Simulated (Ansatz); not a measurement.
Input and output of a relaxation of cell and atoms on CdS in the 4H polytype structure (the plane-wave code Ansatz, PBE). The start is a rough guess from atomic radii.

```yaml
crystal:
  lattice:
    - [3.9353502208, 0.0, 0.0]
    - [-1.9676751104, 3.408113264, 0.0]
    - [0.0, 0.0, 12.852853821]
  atoms:
    - { symbol: Cd, position: [0.0, 0.0, 0.0] }
    - { symbol: Cd, position: [0.3333333333, 0.6666666667, 0.25] }
    - { symbol: Cd, position: [0.0, 0.0, 0.5] }
    - { symbol: Cd, position: [0.6666666667, 0.3333333333, 0.75] }
    - { symbol: S, position: [0.0, 0.0, 0.1875] }
    - { symbol: S, position: [0.3333333333, 0.6666666667, 0.4375] }
    - { symbol: S, position: [0.0, 0.0, 0.6875] }
    - { symbol: S, position: [0.6666666667, 0.3333333333, 0.9375] }
kpoints:
  mp_grid: { grid: [6, 6, 2] }
hamiltonian:
  xc: pbe
scf:
  occupations: { method: fermi_dirac, width: 0.02 }
relax:
  f_tol: 0.005
  cell: {}
```

In the abridged output below, numbers in square brackets stand for lines, or ends of lines, that were taken out.
```
Functional definition: PBE
Crystal: 8 atoms, lattice volume = 172.384 Å³
[1]
Bands: 63, of which v1, the nominal top of the filled ones, is band 52 counted from 1 (51 counted from 0)
Symmetry: 12 space group operations
Space group: P63mc (ITA 186)
k-points: 14 of 72
relax step 1: F+E_penalty+E_count = -36629.85816813 eV  max|allowed force component| = 1.831e-2 eV/Å  Δτ_max = 0.0000 Å  P = +15.509 GPa  Ω = 172.384 Å³
--- Relaxed structure (5 steps of the walk, 5 accepted, 1 SCFs on fresh bases) ---
[2]
```

Question: Fill in the blanks. They hold the relaxed structure, cutoff and plane waves at Γ.

Answer:
```
[1]
Basis set: ecut = 420 eV, 3415 PW (Γ)
[2]
  F+E_penalty+E_count = -36631.31493164 eV   max|allowed force component| = 1.424e-3 eV/Å
  cell:  # Å, volume = 208.2010 Å³
    - [4.193538, 0.000000, 0.000000]
    - [-2.096769, 3.631711, 0.000000]
    - [0.000000, 0.000000, 13.670710]
  atoms:
    - { symbol: Cd, position: [0.000000, 0.000000, -0.000285] }
    - { symbol: Cd, position: [0.333333, 0.666667, 0.249923] }
    - { symbol: Cd, position: [0.000000, 0.000000, 0.499715] }
    - { symbol: Cd, position: [0.666667, 0.333333, 0.749923] }
    - { symbol: S, position: [0.000000, 0.000000, 0.187591] }
    - { symbol: S, position: [0.333333, 0.666667, 0.437771] }
    - { symbol: S, position: [0.000000, 0.000000, 0.687591] }
    - { symbol: S, position: [0.666667, 0.333333, 0.937771] }
```
Only the leading digits can be foreseen; the rest is this run's record.

Command: `ansatz run input.yaml --threads 4 --pin off --max-ram 7372MiB --backend cpu --events-out ev --progress --plain --runs-dir out`. Wall time 23 s on 4 threads of AMD EPYC 7R43 64-Core Processor (Zen 3), on a shared host, load about 0.9 per core; peak host memory 0.66 GiB.

Spin-unpolarised throughout. Whether this structure exists isn't addressed.
